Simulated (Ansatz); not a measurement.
# HfSiO4 (Hafnon) (I4_1/amd) in Ansatz: notebook

The runs below take HfSiO4 (Hafnon) through relaxation of cell and atoms, relaxation of the atoms, with RPBE+D4, revPBE, PBE.

All numbers are computed with Ansatz 0.2.0; they aren't measurements. Logs are shortened: lines on timing, memory, paths and dates and some standing lists are left out, and cuts for length are marked.

## (1) Starting point

The structure is tetragonal, space group I4_1/amd (No. 141). The conventional cell has a = 6.572 Å, b = 6.572 Å, c = 5.963 Å, α = 90.00°, β = 90.00°, γ = 90.00°. Around Hf (site symmetry -4m2) lie 8 O at 2.11 to 2.26 Å. Si (site symmetry -4m2) is surrounded by 4 O at 1.62 Å. Around O (site symmetry m) lie 1 Si at 1.62 Å.

## (2) Relaxation of cell and atoms, RPBE+D4

input.yaml reads:

```yaml
crystal:
  lattice:
    - [-3.28625, 3.28625, 2.9816]
    - [3.28625, -3.28625, 2.9816]
    - [3.28625, 3.28625, -2.9816]
  atoms:
    - { symbol: Hf, position: [0.0, 0.0, 0.0] }
    - { symbol: Hf, position: [0.75, 0.25, 0.5] }
    - { symbol: Si, position: [0.5, 0.5, 0.0] }
    - { symbol: Si, position: [0.25, 0.75, 0.5] }
    - { symbol: O, position: [0.6802, 0.4957, 0.8155] }
    - { symbol: O, position: [0.2457, 0.9302, 0.3155] }
    - { symbol: O, position: [0.6802, 0.8647, 0.1845] }
    - { symbol: O, position: [0.6147, 0.9302, 0.6845] }
    - { symbol: O, position: [0.0698, 0.3853, 0.3155] }
    - { symbol: O, position: [0.5043, 0.3198, 0.1845] }
    - { symbol: O, position: [0.0698, 0.7543, 0.6845] }
    - { symbol: O, position: [0.1353, 0.3198, 0.8155] }
hamiltonian:
  xc: rpbe
  pseudopotentials: { kind: paw }
  dispersion: d4
kpoints:
  mp_grid: { grid: [6, 6, 6] }
scf:
  occupations: { method: fermi_dirac, width: 0.05 }
output:
  forces: true
  stress: true
  eigenvalues: true
  write_density: true
  write_potential: true
  elf: true
  volumetric_format: npy
relax:
  f_tol: 0.01
  max_steps: 40
  cell: { stress_tol: 0.05 }
```

Potentials or basis: Ansatz PAW.

Run with:

```console
ansatz run input.yaml --threads 4 --pin off --max-ram 11264MiB --backend cpu --events-out ev --progress --plain --runs-dir out
```

The log of the run:

```text
Warning: RAYON_NUM_THREADS=4 ignored (pool sized by the plan → 4); use --threads N
Engine: ansatz 0.2.0, x86_64-unknown-linux-gnu
Pseudopotentials: kind: paw
Pseudopotential: Hf, paw, valence charge 26, recommended cutoff 420 eV (normal), Hf.paw.azcp
Pseudopotential: Si, paw, valence charge 4, recommended cutoff 420 eV (normal), Si.paw.azcp
Pseudopotential: O, paw, valence charge 6, recommended cutoff 420 eV (normal), O.paw.azcp
Functional definition: RPBE
  parameter kappa = 0.804
  parameter beta = 0.06672455060314922
  exchange = rpbe_x(kappa = kappa, mu = beta*pi^2/3)
  correlation = pbe_c(beta = beta)
Crystal: 12 atoms, lattice volume = 128.798 Å³
Basis set: ecut = 420 eV, 2513 PW (Γ), exchange–correlation on 80×80×80 points (8 copies of the dense FFT grid, shifted against one another)
Bands: 66, of which v1, the nominal top of the filled ones, is band 54 counted from 1 (53 counted from 0)
Symmetry: 16 space group operations
Space group: I41/amd (ITA 141), of the structure as read, at distance tolerance 5.1e-5 Å
k-points: 30 of 216
Non-local potential: Hf, projectors of the file, l = 0: 3, l = 1: 2, l = 2: 2, l = 3: 3
Non-local potential: Si, projectors of the file, l = 0: 2, l = 1: 2, l = 2: 2
Non-local potential: O, projectors of the file, l = 0: 2, l = 1: 2, l = 2: 1
PAW form: soft (Blöchl's): semilocal exchange-correlation on the pseudo side does not see the compensation charge
PAW frozen core: Hf, regenerated for the run's functional, and the local potential with it (the file was generated under x = pbe(κ = 0.804, μ = 0.2195149727645171), c = pbe(β = 0.06672455060314922))
PAW frozen core: Si, regenerated for the run's functional, and the local potential with it (the file was generated under x = pbe(κ = 0.804, μ = 0.2195149727645171), c = pbe(β = 0.06672455060314922))
PAW frozen core: O, regenerated for the run's functional, and the local potential with it (the file was generated under x = pbe(κ = 0.804, μ = 0.2195149727645171), c = pbe(β = 0.06672455060314922))
PAW one-centre angular grid: Hf, 590 points (default); XC on 64 Gauss nodes
PAW one-centre angular grid: Si, 110 points (default); XC on 64 Gauss nodes
PAW one-centre angular grid: O, 110 points (default); XC on 64 Gauss nodes
Initial density: superposition of atomic densities (neutral atoms: chi_scale 0, normalization atom), corrected by the library's trained network
Initial wavefunctions: pseudopotential atomic-orbital guess
Functional: x = rpbe, c = pbe(β = 0.06672455060314922)
SCF iter   1: F=—  HF=-37321.171453 eV  |F-HF|=—  |Δ(HF+E_count)|=         —  Δρ=4.17e-3  dr2=1.84e-2  ethr=1.77e-3  ⟨swp⟩=6.3  Hψ=7921  notcnv=0
preconditioner: auto → Resta (q_TF=auto, 2.649 Å⁻¹)  ε∞=4.5  [insulator: Δε(μ)=5.564 eV  Ē_g=17.801 eV  σ=0.050 eV  W_gap=1.00  n_scr=42 (ndim 8)  ℏωp=33.4 eV  f_vac=0.044  D(μ)=0.00/eV (n_scr^D=0)  ε∞_Penn≈4.5]
SCF iter   2: F=—  HF=-37321.172601 eV  |F-HF|=—  |Δ(HF+E_count)|=   1.15e-3  Δρ=2.24e-3  dr2=3.49e-3  ethr=1.71e-5  ⟨swp⟩=2.0  Hψ=3335  notcnv=0  defer=35
SCF iter   3: F=—  HF=-37321.174203 eV  |F-HF|=—  |Δ(HF+E_count)|=   1.60e-3  Δρ=8.68e-4  dr2=9.97e-4  ethr=3.23e-6  ⟨swp⟩=2.9  Hψ=3295  notcnv=0  defer=35
SCF iter   4: F=—  HF=-37321.174562 eV  |F-HF|=—  |Δ(HF+E_count)|=   3.59e-4  Δρ=2.13e-4  dr2=6.45e-5  ethr=9.23e-7  ⟨swp⟩=2.0  Hψ=3236  notcnv=0  defer=35
SCF iter   5: F=—  HF=-37321.174691 eV  |F-HF|=—  |Δ(HF+E_count)|=   1.29e-4  Δρ=6.41e-5  dr2=7.28e-6  ethr=5.97e-8  ⟨swp⟩=2.0  Hψ=3238  notcnv=0  defer=35
SCF iter   6: F=—  HF=-37321.174701 eV  |F-HF|=—  |Δ(HF+E_count)|=   9.60e-6  Δρ=4.15e-5  dr2=2.82e-6  ethr=6.74e-9  ⟨swp⟩=2.0  Hψ=3478  notcnv=0  defer=35
SCF iter   7: F=—  HF=-37321.174699 eV  |F-HF|=—  |Δ(HF+E_count)|=   1.59e-6  Δρ=1.83e-5  dr2=4.20e-7  ethr=2.61e-9  ⟨swp⟩=2.0  Hψ=3468  notcnv=0  defer=35
SCF iter   8: F=-37321.174700 eV  HF=-37321.174700 eV  |F-HF|=1.77e-8  |Δ(HF+E_count)|=   4.30e-7  Δρ=4.01e-6  dr2=2.14e-8  ethr=9.26e-11  ⟨swp⟩=14.1  Hψ=14064  notcnv=0
SCF 1 converged in 8 iterations: F = -37321.174700 eV  dr2 = 2.14e-8
[... 79 lines left out ...]
basis re-selected at this cell: Δ(F+E_penalty+E_count) = -4.326e-4 eV, ΔP = +0.002 GPa vs the last step (what re-selecting the basis moved, of the pressure what is left beyond the Pulay correction that the steps carried, after the strain that the cell walked since its last selection, with what the two solves' SCF thresholds leave and, on support functions, any second-order correction that the steps lacked; it is no measure of the basis error at this ecutwfc). This SCF's stress stands 2.05e-3 GPa from its target on what of the cell is left free (relax.cell.stress_tol is 5.00e-2 GPa) and its largest allowed force component is 3.80e-4 eV/Å (relax.f_tol is 1.00e-2 eV/Å): within both
SCF converged after 5 iterations
Free energy (F): -37321.215718 eV
Harris-Foulkes:  -37321.215718 eV  (|F-HF|=2.04e-10)
Internal energy: -37321.215718 eV  (E = F + TS)
E sigma→0 (E₀):  -37321.215718 eV
Fermi energy:    12.681663 eV
--- Per-component energies (eV) ---
  E_band       = -220.742014
  E_kinetic    = 2350.303917
  E_local      = -16032.448746  (includes V_loc(G=0)·N_el)
  E_nonlocal   = -2064.908173
  E_hartree    = 7173.161724
  E_xc         = -1309.100162
  E_vxc        = -1386.140379  (∫ρ·V_xc dr)
  E_paw        = -16187.831762  (= ΣΔE_a)
  E_vpaw       = 2566.107621  (= ΣTr[D̂ρ^β])
  E_aug_tail   = 0.019757  (compensation charges beyond the density's cutoff)
  E_ewald      = -11244.830910
  E_disp       = -4.994233  (pairwise vdW)
  E_core_change = -0.587130  (= ΣΔE_core)
  E_smearing   = -0.000000  (= −TS)
  E_closure    = -0.000000  (closes the sum)
  Σ components = -37321.215718   (vs F -37321.215718, Δ=0.00e0)
--- Forces (eV/Å), atoms counted from 1 ---
  atom   1  Hf    -0.00000000     0.00000000    -0.00000000
  atom   2  Hf     0.00000000     0.00000000     0.00000000
  atom   3  Si     0.00000000     0.00000000     0.00000000
  atom   4  Si    -0.00000000    -0.00000000    -0.00000000
  atom   5  O     -0.00002049     0.00000000     0.00038007
  atom   6  O      0.00000000    -0.00002049     0.00038007
  atom   7  O      0.00002049     0.00000000     0.00038007
  atom   8  O      0.00000000     0.00002049     0.00038007
  atom   9  O     -0.00002049    -0.00000000    -0.00038007
  atom  10  O      0.00000000     0.00002049    -0.00038007
  atom  11  O      0.00002049     0.00000000    -0.00038007
  atom  12  O     -0.00000000    -0.00002049    -0.00038007
  max |Σ_I F_I| component: 7.05e-18 eV/Å
--- Stress (GPa, compression-positive) ---
        0.002048       0.000000       0.000000
        0.000000       0.002048      -0.000000
        0.000000       0.000000      -0.000162
  P = ⅓ Tr σ = 0.0013 GPa (0.013 kbar)
--- Band table (eV; the first three rows and the last of 30) ---
  k-point 0: bands = ["-50.5298", "-50.5219", "-19.3154", "-19.3154", "-19.2372", "-19.2252", "-19.1474", "-19.1474", "-9.1696", "-8.1657", "-7.3966", "-7.2908", "-6.8247", "-6.8247", "-6.7699", "-6.7699", "-0.4024", "-0.3965", "-0.3933", "-0.3933", "-0.3793", "-0.3793", "-0.3759", "-0.3738", "-0.3736", "-0.3705", "-0.3621", "-0.3621", "-0.3607", "-0.3607", "2.3688", "3.9015", "4.2621", "4.7794", "4.7794", "5.4628", "5.7656", "6.0221", "6.7462", "6.9281", "6.9281", "7.1789", "7.5715", "7.5715", "8.4412", "8.4412", "9.1921", "9.1921", "9.2006", "9.3074", "9.4252", "9.4252", "9.4495", "9.9871", "15.8349", "16.0981", "16.2109", "16.2109", "16.2171", "17.0251", "17.2043", "17.3155", "17.3155", "18.1353", "19.2115", "19.7988"]
  k-point 1: bands = ["-50.5293", "-50.5225", "-19.3198", "-19.3050", "-19.2422", "-19.2208", "-19.1596", "-19.1425", "-9.0745", "-8.1788", "-7.3587", "-7.2679", "-6.8792", "-6.8601", "-6.8586", "-6.8097", "-0.4037", "-0.3962", "-0.3951", "-0.3911", "-0.3839", "-0.3777", "-0.3770", "-0.3753", "-0.3742", "-0.3736", "-0.3716", "-0.3628", "-0.3596", "-0.3573", "2.5936", "4.0776", "4.4320", "4.7242", "4.7750", "5.6851", "5.9321", "6.1937", "6.2692", "6.5440", "7.1790", "7.3667", "7.3833", "7.4430", "8.4261", "8.5179", "9.0304", "9.0864", "9.1793", "9.1816", "9.2244", "9.3127", "9.4624", "9.8742", "15.7331", "15.8723", "16.1333", "16.1914", "16.6582", "17.1310", "17.1464", "17.2921", "17.5340", "18.5611", "19.4786", "19.8084"]
  k-point 2: bands = ["-50.5278", "-50.5239", "-19.3195", "-19.2761", "-19.2752", "-19.1922", "-19.1881", "-19.1424", "-8.8189", "-8.2634", "-7.2583", "-7.2061", "-7.0313", "-7.0017", "-6.9429", "-6.9136", "-0.4037", "-0.4016", "-0.3920", "-0.3914", "-0.3894", "-0.3876", "-0.3835", "-0.3794", "-0.3749", "-0.3745", "-0.3725", "-0.3607", "-0.3584", "-0.3581", "3.1843", "4.3679", "4.6888", "4.8916", "4.8978", "5.7365", "5.8799", "5.9630", "6.3536", "6.4808", "6.9463", "7.1191", "7.4630", "7.7049", "7.9922", "8.5237", "8.7194", "8.7643", "8.8846", "9.1028", "9.1488", "9.2423", "9.4065", "9.6106", "15.5650", "15.5688", "16.1916", "16.2552", "16.8378", "16.9043", "17.4655", "17.8229", "17.9461", "19.0897", "19.5974", "19.7325"]
  k-point 29: bands = ["-50.5259", "-50.5259", "-19.3280", "-19.3280", "-19.2323", "-19.2323", "-19.1366", "-19.1366", "-8.6114", "-8.6114", "-7.4382", "-7.4382", "-6.8755", "-6.8755", "-6.7336", "-6.7336", "-0.3963", "-0.3963", "-0.3955", "-0.3955", "-0.3819", "-0.3819", "-0.3815", "-0.3815", "-0.3746", "-0.3746", "-0.3691", "-0.3691", "-0.3542", "-0.3542", "3.1314", "3.1314", "4.8074", "4.8074", "5.3006", "5.3006", "6.3675", "6.3675", "6.9910", "6.9910", "7.0714", "7.0714", "8.0577", "8.0577", "8.2359", "8.2359", "8.5125", "8.5125", "8.6853", "8.6853", "8.9229", "8.9229", "9.1205", "9.1205", "16.2804", "16.2804", "16.5820", "16.5820", "16.7151", "16.7151", "17.3624", "17.3624", "18.2272", "18.2272", "19.6303", "19.6303"]
--- Relaxed structure (6 steps of the walk, 6 accepted, 2 SCFs on fresh bases) ---
  F+E_penalty+E_count = -37321.21571770 eV   max|allowed force component| = 3.801e-4 eV/Å   (the final SCF, on the basis selected at the relaxed cell)
  cell:  # Å, volume = 131.0028 Å³
    - [-3.30047028907495, 3.30047028907495, 3.006552498491587]
    - [3.30047028907495, -3.30047028907495, 3.006552498491587]
    - [3.30047028907495, 3.30047028907495, -3.006552498491587]
  atoms:
    - { symbol: Hf, position: [1.855659172172214e-20, 1.35734132314724e-20, -1.2028361873019694e-21] }
    - { symbol: Hf, position: [0.75, 0.25, 0.49999999999999994] }
    - { symbol: Si, position: [0.5000000000000001, 0.5000000000000001, -1.2028361873016933e-21] }
    - { symbol: Si, position: [0.25, 0.75, 0.49999999999999994] }
    - { symbol: O, position: [0.6800025165046936, 0.4945888256827866, 0.814586309178093] }
    - { symbol: O, position: [0.24458882568278653, 0.9300025165046937, 0.31458630917809294] }
    - { symbol: O, position: [0.6800025165046936, 0.8654162073266006, 0.18541369082190706] }
    - { symbol: O, position: [0.6154162073266007, 0.9300025165046937, 0.6854136908219071] }
    - { symbol: O, position: [0.06999748349530649, 0.3845837926733994, 0.31458630917809294] }
    - { symbol: O, position: [0.5054111743172136, 0.3199974834953065, 0.18541369082190706] }
    - { symbol: O, position: [0.06999748349530656, 0.7554111743172135, 0.685413690821907] }
    - { symbol: O, position: [0.13458379267339948, 0.31999748349530643, 0.814586309178093] }
```

Run time: 19 s. Hardware: 4 threads of Intel Xeon Platinum 8559C (Emerald Rapids), shared host; peak memory 0.7 GiB.

Results:

```
Free energy                            : -37321.2157 eV
Relaxed volume                         : 10.92 Å³/atom
Relaxed cell                           : a = 5.552 Å, b = 5.552 Å, c = 5.552 Å, α = 107.05°, β = 107.05°, γ = 114.43°
Space group after relaxing (to 0.05 Å) : I4_1/amd (No. 141)
Energy gained by relaxing              : 3.4 meV/atom
Ionic steps                            : 8
Pressure after relaxing                : 0.0 GPa
Band gap on the k mesh                 : 5.47 eV, indirect (least direct gap 5.82 eV)
```

Step by step:
| step | energy change (eV) | largest force (eV/Å) | volume (Å³) |
| --- | --- | --- | --- |
| 1 | 0.0000 | 0.3863 | 128.80 |
| 2 | -0.0230 | 0.3424 | 130.64 |
| 3 | -0.0304 | 0.0158 | 130.99 |
| 4 | -0.0309 | 0.0074 | 130.97 |
| 5 | -0.0312 | 0.0049 | 130.93 |
| 6 | -0.0408 | 0.0047 | 130.93 |
| 7 | -0.0406 | 0.0004 | 131.00 |
| 8 | -0.0410 | 0.0004 | 131.00 |

Final structure:
```
Hf Si O
1.0
    -3.30047    3.30047    3.00655
     3.30047   -3.30047    3.00655
     3.30047    3.30047   -3.00655
Hf Si O
2 2 8
Direct
  0.00000 0.00000 0.00000
  0.75000 0.25000 0.50000
  0.50000 0.50000 0.00000
  0.25000 0.75000 0.50000
  0.68000 0.49459 0.81459
  0.24459 0.93000 0.31459
  0.68000 0.86542 0.18541
  0.61542 0.93000 0.68541
  0.07000 0.38458 0.31459
  0.50541 0.32000 0.18541
  0.07000 0.75541 0.68541
  0.13458 0.32000 0.81459
```

Caveat: the plane-wave basis is chosen anew once the cell has moved, so the energies of steps on either side of that aren't comparable; the pressure holds a Pulay correction of +0.6 GPa for the finite cutoff; spin-orbit coupling is left out, which moves the levels of the heavy elements; the PAW data sets come from PBE, with cores solved anew for the run's functional, which leaves a small shift of forces and pressure. A k mesh can miss the band edges.

[end of part 1 of 2]
